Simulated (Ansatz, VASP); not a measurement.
**Two plane-wave programs on LiF**

```xyz
4
Lattice="3.0609 0.0000 0.0000 -1.5305 2.6509 0.0000 0.0000 0.0000 4.8073" Properties=species:S:1:pos:R:3 pbc="T T T"
Li    0.0000    1.7672    1.8323
Li    1.5305    0.8836    4.2360
F     0.0000    1.7672    4.5527
F     1.5305    0.8836    2.1491
```

Change from the starting cell: all F atoms moved -0.225 Å, as atom 3 along Cartesian [0 0 1].

Alike in both runs: task single point; functional PBEsol; k mesh 9 × 9 × 6; occupations gaussian, width 0.05 eV; no spin polarisation.

|  | VASP | Ansatz |
| --- | --- | --- |
| version | VASP 6.6.1 | Ansatz 0.2.0 |
| potentials or method | VASP PAW PBE potentials, release 64 (Li_sv, F) | scalar-relativistic, plane waves, PAW |
| plane-wave cutoff (eV) | 520 | 420 |
| valence electrons in the cell | 20 | 20 |

VASP gave:

| Property | Result |
| --- | --- |
| gap on the k mesh at the Fermi level (eV) | 7.53 |
| least direct gap on the mesh (eV) | 7.53 |
| rms of the force components (eV/Å) | 0.188 |

Q: Estimate Ansatz's values.

A: gap on the k mesh at the Fermi level (eV): 7.54; least direct gap on the mesh (eV): 7.54; rms of the force components (eV/Å): 0.179.

Atom by atom the forces differ by 0.009 eV/Å (rms over components).

Caveats: the PAW data sets were made with another functional, which shifts forces and pressure a little (VASP); an odd mesh through Γ misses points on the zone boundary, where band edges often lie.
